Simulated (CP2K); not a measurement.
Runs of CP2K 2026.2 on SrO. It takes space group Fm-3m (No. 225, cubic). Conventional cell: a = 5.133 Å, b = 5.133 Å, c = 5.133 Å, α = 90.00°, β = 90.00°, γ = 90.00°. Around Sr (site symmetry m-3m) lie 6 O at 2.57 Å. Around O (site symmetry m-3m) lie 6 Sr at 2.57 Å. 

```csv
task,level,potentials or basis,spin,k points reduced by the point group,hirshfeld SHAPE_FUNCTION,VORONOI_RADII,points a segment of the path (NPOINTS),bands added on the path,gap on the mesh (eV),pressure (GPa)
atomic charges,PBEsol,"POTENTIAL_UZH Sr GTH-PBE-q10, O GTH-PBE-q6; TZVP-MOLOPT-PBE-GTH basis",off,yes,GAUSSIAN,VDW,-,-,(a),1.2
atomic charges,LDA,"POTENTIAL_UZH Sr GTH-PBE-q10, O GTH-PBE-q6; TZVP-MOLOPT-PBE-GTH basis",off,yes,GAUSSIAN,VDW,-,-,(b),-1.5
band structure,r2SCAN,"GTH_SOC_POTENTIALS Sr GTH-PBE-q10, O GTH-PBE-q6; DZVP-MOLOPT-SR-GTH basis","SOC, no magnetisation",-,-,-,8,4,-,2.5
atomic charges,r2SCAN,"POTENTIAL_UZH Sr GTH-PBE-q10, O GTH-PBE-q6; TZVP-MOLOPT-PBE-GTH basis",off,yes,GAUSSIAN,VDW,-,-,4.01,3.0
atomic charges,OLYP,"POTENTIAL_UZH Sr GTH-PBE-q10, O GTH-PBE-q6; TZVP-MOLOPT-PBE-GTH basis",off,yes,GAUSSIAN,VDW,-,-,3.78,(c)
```

Alike in all rows: cell as given; k mesh 9 × 9 × 9; smearing fermi-dirac 0.05 eV.

Estimate the missing entries.

(a) 3.45; (b) 3.39; (c) 6.9.

Caveats: the potentials were made for another functional, which shifts forces and pressure; the basis of atomic orbitals isn't converged, which shifts pressures, moduli and gaps; an odd mesh through Γ misses points on the zone boundary, where band edges often lie (some runs).

A k mesh can miss the band edges, and rows without SOC leave out spin-orbit coupling on Sr.

Runs at the PBE level aren't shown here.
